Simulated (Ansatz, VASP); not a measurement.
# Al3Au: VASP beside Ansatz

```
Au Al
1.0
    -1.98399    1.98399    3.97379
     1.98399   -1.98399    3.97379
     1.98399    1.98399   -3.97379
Au Al
1 3
Direct
  0.00000 0.00000 0.00000
  0.50000 0.50000 0.00000
  0.25000 0.75000 0.50000
  0.75000 0.25000 0.50000
```

Change from the starting cell: volume scaled by 0.94.

Alike in both runs: task single point; functional PBE; k mesh 9 × 9 × 9; occupations fermi-dirac, width 0.05 eV; no spin polarisation.

```csv
,VASP,Ansatz
version,VASP 6.6.1,Ansatz 0.2.0
potentials or method,"VASP PAW PBE potentials, release 64 (Au, Al)",Ansatz PAW
plane-wave cutoff (eV),520,420
valence electrons in the cell,20,28
```

Ansatz gave:

* gap on the k mesh at the Fermi level (eV): none
* pressure (GPa): 7.2
* largest component of the traceless stress (GPa): 0.36

Q: Estimate VASP's values.

A: gap on the k mesh at the Fermi level (eV): none; pressure (GPa): 7.1; largest component of the traceless stress (GPa): 0.34.

A gap of «none» marks a metal or a gap that the smearing closes. The two sets of potentials don't hold the same shells in valence.

The runs have no spin-orbit coupling, so splittings on Au are missing.
